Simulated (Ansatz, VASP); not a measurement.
## GaN: VASP beside Ansatz

```xyz
4
Lattice="3.2627 0.0000 0.0000 -1.6314 2.8256 0.0000 0.0000 0.0000 5.3132" Properties=species:S:1:pos:R:3 pbc="T T T"
Ga    0.0000    1.8837   -0.0053
Ga    1.6314    0.9419    2.6513
N     0.0000    1.8837    1.9977
N     1.6314    0.9419    4.6543
```

Change from the starting cell: hydrostatic strain +2.5%.

Alike in both runs: task single point; functional PBE; k mesh 12 × 12 × 6; occupations fermi-dirac, width 0.02 eV; no spin polarisation.

```csv
,VASP,Ansatz
version,VASP 6.6.1,Ansatz 0.2.0
potentials or method,"VASP PAW PBE potentials, release 64 (Ga_d, N)","plane waves, PAW"
plane-wave cutoff (eV),520,420
valence electrons in the cell,36,36
```

|  | VASP | Ansatz | Ansatz less VASP |
| --- | --- | --- | --- |
| gap on the k mesh at the Fermi level (eV) | 1.45 | 1.44 | -0.002 |
| pressure (GPa) | -6.2 | -6.4 | -0.19 |
| largest component of the traceless stress (GPa) | 0.08 | 0.07 | -0.017 |

With one functional, cell and mesh, what is left measures potentials, basis and numerics.
